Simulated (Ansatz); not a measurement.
**Calculated field gradients at the nuclei for InSb under strain**

The cell is a structure deposited in the COD, relaxed with PBE at fixed cell and then changed (z stretched by 3 %, ions relaxed).

```cif
data_structure
_symmetry_space_group_name_H-M 'P 1'
_symmetry_Int_Tables_number 1
_cell_length_a 5.3570
_cell_length_b 5.7120
_cell_length_c 3.1549
_cell_angle_alpha 90.000
_cell_angle_beta 90.000
_cell_angle_gamma 90.000
_cell_volume 96.54
loop_
_atom_site_label
_atom_site_type_symbol
_atom_site_fract_x
_atom_site_fract_y
_atom_site_fract_z
_atom_site_occupancy
In1 In 0.00000 0.00000 0.13249 1
In2 In 0.50000 0.50000 0.86751 1
Sb3 Sb 0.50000 0.00000 0.69240 1
Sb4 Sb 0.00000 0.50000 0.30760 1
```

Atom numbers follow the list; atoms alike are taken as one site, whose name carries the number of the first.

Method: Kohn–Sham DFT in Ansatz, PBE, plane waves and PAW, scalar-relativistic, 420 eV cutoff, Γ-centred 9×8×15 k-points, Fermi–Dirac smearing 0.05 eV.

Conventions: |V_zz| ≥ |V_yy| ≥ |V_xx|, η = (V_xx − V_yy)/V_zz, C_Q = eQV_zz/h.

115In: I = 9/2, Q = 772.0 mb; Sb-121: I = 5/2, Q = -543.0 mb. Q values from Pyykkö, Mol. Phys. 116, 1328 (2018).

(1) Give the quadrupolar parameters of the distinct sites.

## Answers

(1) 

```
site  atoms (order as listed)                                               first shell  V_zz (10²¹ V/m²)     η  C_Q (MHz)
  In                     1, 2                       6 Sb at 2.91–3.21 Å, 2 In at 3.15 Å             -5.19  0.23      -97.0
  Sb                     3, 4  6 In at 2.91–3.21 Å, 2 Sb at 3.15 Å; also 2 In at 3.86 Å             11.97  0.76       -157
```

With no gap above 0.1 eV, as in a metal, the gradients converge slowly in k; expect changes of a tenth or more on a denser mesh. Without spin–orbit coupling (the program notes it for In and Sb) the gradients can shift somewhat, as the gap is small. With these PAW files V_zz is typically within 2 to 3 % of all-electron values, but misses above 10 % occur on Sb. At this changed cell the PBE pressure is 10 GPa.

The relaxation (5 steps) took 2.3 min of wall time (2.3 min of CPU time) and 0.92 GiB at its peak, on 1 thread of Intel Xeon Platinum 8259CL CPU @ 2.50GHz (Skylake/Cascade Lake) (x86_64; 16 cores open to the job, memory cap 3.0 GiB, no GPU), a shared host with a load of 0.4 a core.
